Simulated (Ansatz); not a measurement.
**BN (P1): band gap under exact exchange**

How does exact exchange change the gap of BN (P1)? The task is the band gap under exact exchange, for BN (P1).

Computed with Ansatz 0.2.0, driven from Python. The levels of theory stand in the script.

### Step 1. The system

It takes space group P1 (No. 1, triclinic). The conventional cell has a = 2.508 Å, b = 2.508 Å, c = 3.274 Å, α = 101.11°, β = 101.11°, γ = 119.81°. Around B (site symmetry 1) lie 3 N at 1.40 to 1.52 Å. N (site symmetry 1) has 3 B at 1.40 to 1.52 Å as nearest neighbours.

No structure file is read: the coordinates are typed or built in the script.

### Step 2. The code

hybrid_bn.py reads:

```python
import logging
import sys
import warnings

import ansatz as az
import numpy as np

logging.basicConfig(stream=sys.stdout, format="%(name)s: %(message)s")
logger = logging.getLogger("run")
logger.setLevel(logging.INFO)

KGRID = (3, 3, 2)
TOLERANCE = 1e-07


def count_gap(report):
    # lowest empty less highest filled band, counting bands; zero where they overlap
    return max(report.get("gap_by_band_count_ev") or 0.0, 0.0)


def main() -> None:
    warnings.simplefilter("ignore", az.DeckWarning)

    structure = (
        az.Lattice.from_parameters(2.508041, 2.508041, 3.273757, alpha=101.10705, beta=101.10705, gamma=119.80736)
        .atom("B", [0.979643, 0.983499, 0.001806])
        .atom("N", [0.668506, 0.332385, 0.984999])
    )

    calc = (
        structure.calculation()
        .basis(10 * az.Ha)
        .kpoints(*KGRID, center="gamma")
        .occupations(az.OccupationsMethod.FIXED)
        .scf(tolerance=TOLERANCE)
        .band_table()
    )
    rows = []
    for value in ["pbesol", "b3lyp", "r2scan"]:
        summary = calc.functional(value).run(threads=1, pin="off").report
        width = summary["fermi_energy_ev"] - min(e for e in summary["eigenvalues_ev"][0] if e > summary["fermi_energy_ev"] - 10)
        rows.append((value, count_gap(summary), width, summary.get("hybrid", {}).get("n_outer", 0), summary["n_iterations"]))
    logger.info("    functional  gap by band count eV  E_F less lowest level within 10 eV (first k)  exchange loops      iterations")
    for row in rows:
        logger.info(f"{str(row[0]):>14s}  {row[1]:20.3f}  {row[2]:44.3f}  {row[3]:14d}  {row[4]:14d}")


if __name__ == "__main__":
    main()
```

### Step 3. The input behind the calls

The package turns the script's settings into the engine's input (first run):

```yaml
crystal:
  lattice:
    a: 2.508041
    b: 2.508041
    c: 3.273757
    alpha: 101.10705
    beta: 101.10705
    gamma: 119.80736
  atoms:
    - { symbol: B, position: [0.979643, 0.983499, 0.001806] }
    - { symbol: "N", position: [0.668506, 0.332385, 0.984999] }
basis:
  ecutwfc: 272.11386245988
kpoints:
  mp_grid:
    grid: [3, 3, 2]
    shift: [0.0, 0.0, 0.0]
hamiltonian:
  xc: pbesol
scf:
  convergence:
    dr2_threshold: 1.0e-07
  occupations:
    method: fixed
output:
  eigenvalues: true
```

### Step 4. Running it

Run with:

```
> python hybrid_bn.py
```

What it wrote:

```text
run:     functional  gap by band count eV  E_F less lowest level within 10 eV (first k)  exchange loops      iterations
run:         pbesol                 4.161                                         3.453               0               6
run:          b3lyp                 6.064                                         3.714               2              10
run:         r2scan                 4.860                                         3.532               0               7
```

Run time: 3.4 s. Hardware: 1 thread of Arm Neoverse V1, shared host; peak memory 0.36 GiB.

### Step 5. Inputs of later runs

The engine's inputs for the other runs:

Run 2, against run 1:

```diff
@@ -19 +19 @@
-  xc: pbesol
+  xc: b3lyp
```

Run 3, against run 1:

```diff
@@ -19 +19 @@
-  xc: pbesol
+  xc: r2scan
```

### Step 6. What each run gave

The 3 runs, in the order started:

| run | functional | energy (eV/atom) | gap on the mesh (eV) | SCF cycles | CPU time (s) |
| --- | --- | --- | --- | --- | --- |
| 1 | pbesol | -266.3940 | 4.16 | 6 | 0.23 |
| 2 | b3lyp | -272.0768 | 6.06 | 10 | 1 |
| 3 | r2scan | -271.5791 | 4.86 | 7 | 0.78 |

Totals under unlike functionals or potentials can't be compared directly.

### Step 7. What came out

| quantity | value |
| --- | --- |
| runs compared | 3 |

Runs 1, 2, 3: each has a cutoff under the recommended one, so what rests on them isn't a property of the system. PBEsol gives 4.16 eV, B3LYP gives 6.06 eV and r2SCAN gives 4.86 eV. The widest is 1.90 eV above the narrowest. These settings explore the input space; cutoff and mesh may be short of convergence. The cutoff lies under the one recommended for these potentials. A mesh with odd divisions misses the zone boundary, so a gap read on it is an upper bound on this functional's gap. Under fixed occupations the level called the Fermi level is the highest filled one on the SCF mesh; off the mesh a filled band can lie a little above it. The k-point mesh is coarse, so energy and stress aren't converged. The structure comes from a database of computed cells and needn't be a stable or known phase. Gaps are read on a coarse mesh, so the true band edges can lie between its points.
